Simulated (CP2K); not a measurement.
The system is NbP.

```
Nb P
1.0
     6.20964    0.00000    0.00000
     4.40253    4.37919    0.00000
    -5.30608   -2.18960    2.36870
Nb P
2 2
Direct
  0.24988 0.74988 0.50000
  0.49988 0.49988 0.00000
  0.83275 0.33275 0.50000
  0.08275 0.08275 0.00000
```

The cell is a database's computed one.

| Item | Value |
| --- | --- |
| Program | CP2K 2026.2 |
| Task | single point |
| Functional | PBEsol |
| Potentials or basis | POTENTIAL_UZH Nb GTH-PBE-q13, P GTH-PBE-q5; TZVP-MOLOPT-PBE-GTH basis |
| Density cutoff | 6123 eV |
| k mesh | 11 × 11 × 11 |
| Occupations | fermi-dirac, width 0.05 eV |
| Spin | no spin polarisation |

On this cell: pressure -4.1 GPa; largest force 0.025 eV/Å; band gap on the k mesh none (metal or under the smearing width).

The same run follows on a disturbed copy (atoms moved at random, drawn with an rms of 0.05 Å):

```
Nb P
1.0
     6.20964    0.00000    0.00000
     4.40253    4.37919    0.00000
    -5.30608   -2.18960    2.36870
Nb P
2 2
Direct
  0.25356 0.73558 0.47828
  0.49819 0.49312 0.98852
  0.84694 0.31408 0.49538
  0.06652 0.07829 0.98995
```

What does the disturbed cell give?

The energy (extrapolated to zero smearing) moves by +28.1 meV/atom; pressure -3.5 GPa; largest force 1.287 eV/Å; band gap on the k mesh 0.01 eV, indirect (least direct gap 0.11 eV).

Forces on the atoms (eV/Å):
```
Nb  -1.010 -0.503  0.491
Nb  -0.310  0.000  0.075
P    0.041  0.596 -0.466
P    1.280 -0.092 -0.100
```

Stress tensor (GPa, compression positive):
```
-5.36 -1.40  0.46
-1.40 -2.81 -0.47
 0.46 -0.47 -2.26
```

Caveats: the potentials were made for another functional, which shifts forces and pressure; the basis of atomic orbitals isn't converged, which shifts pressures, moduli and gaps; an odd mesh through Γ misses points on the zone boundary, where band edges often lie (some runs).
